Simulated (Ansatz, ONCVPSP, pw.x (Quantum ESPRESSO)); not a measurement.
pw.x on sc P: one setting changed

Potential: optimised norm-conserving Vanderbilt (ONCV), ONCVPSP 4.0.1.1 (patched build), PBE; core [Ne], reference 3s2 3p3; waves: 3s: rc 1.45 bohr, ncon 4, nbas 7, qcut 4.8 1/bohr, 2 projectors, debl 1.4 Ha; 3p: rc 1.95 bohr, ncon 3, nbas 7, qcut 3.4 1/bohr, 3 projectors, debl 2.6 Ha; d scattering state at 0.11 Ha: rc 1.70 bohr, ncon 4, nbas 7, qcut 5.3 1/bohr, 2 projectors, debl 3.1 Ha; local part: polynomial inside 1.15 bohr (lpopt 5, dvloc0 3 Ha); core correction: Teter function, fcfact 1.75, rcfact 1.75.

The reference run (k-mesh 13³, cutoffs 50/200 Ry, Fermi–Dirac 0.01 Ry, mixing_beta 0.4, conv_thr 1e-9, no spin) gives -0.19 GPa at 14.621 Å³/atom, where all-electron LAPW gives 0.27 GPa. This run, with its own iteration cap, changes k-mesh points per axis to 8.

```
&control
  calculation='scf', prefix='x', pseudo_dir='./', outdir='./tmp', tstress=.true., disk_io='none'
/
&system
  ibrav=0, nat=1, ntyp=1, ecutwfc=50, ecutrho=200, nbnd=9,
  occupations='smearing', smearing='fd', degauss=0.01
/
&electrons
  conv_thr=1e-09, mixing_beta=0.4, electron_maxstep=50
/
ATOMIC_SPECIES
P 1.0 P.UPF
CELL_PARAMETERS angstrom
  2.44526365 0.00000000 0.00000000
  0.00000000 2.44526365 0.00000000
  0.00000000 0.00000000 2.44526365
ATOMIC_POSITIONS crystal
P 0.0000 0.0000 0.0000
K_POINTS automatic
8 8 8 0 0 0
```

```bash
pw.x < P.scf.in > P.scf.out
```

How does the run end?

It converges in 6 iterations; the free energy moves by +22.4 meV/atom and the pressure by -0.30 GPa.

```
Message from routine setup:
     using ibrav=0 with symmetry is DISCOURAGED, use correct ibrav instead
     lattice parameter (alat)  =       4.6209  a.u.
     unit-cell volume          =      98.6674 (a.u.)^3
     number of electrons       =         5.00
     number of Kohn-Sham states=            9
     kinetic-energy cutoff     =      50.0000  Ry
     charge density cutoff     =     200.0000  Ry
     scf convergence threshold =      1.0E-09
     Exchange-correlation= PBE
     number of k points=    35  Fermi-Dirac smearing, width (Ry)=  0.0100
     iteration #  1     ecut=    50.00 Ry     beta= 0.40
     total energy              =     -13.92201069 Ry
     estimated scf accuracy    <       0.00504413 Ry
     iteration #  2     ecut=    50.00 Ry     beta= 0.40
     total energy              =     -13.92215282 Ry
     estimated scf accuracy    <       0.00183482 Ry
     iteration #  3     ecut=    50.00 Ry     beta= 0.40
     total energy              =     -13.92216551 Ry
     estimated scf accuracy    <       0.00000042 Ry
     iteration #  4     ecut=    50.00 Ry     beta= 0.40
     total energy              =     -13.92216625 Ry
     estimated scf accuracy    <       0.00000016 Ry
     iteration #  5     ecut=    50.00 Ry     beta= 0.40
     total energy              =     -13.92216628 Ry
     estimated scf accuracy    <          2.7E-09 Ry
     iteration #  6     ecut=    50.00 Ry     beta= 0.40
     the Fermi energy is    10.9164 ev
!    total energy              =     -13.92216629 Ry
     estimated scf accuracy    <          5.7E-10 Ry
     smearing contrib. (-TS)   =      -0.00206565 Ry
     The total energy is F=E-TS. E is the sum of the following terms:
     one-electron contribution =       5.35762628 Ry
     hartree contribution      =       0.42180493 Ry
     xc contribution           =      -4.34910969 Ry
     ewald contribution        =     -15.35042215 Ry
     convergence has been achieved in   6 iterations
          total   stress  (Ry/bohr**3)                   (kbar)     P=       -4.93
     Message from routine punch:
     Nothing written, as per user request (disk_io='none')
```

The run took about 3.8 s on one core of a shared host (Neoverse-N1, 64 threads, 124 GiB, load 57).
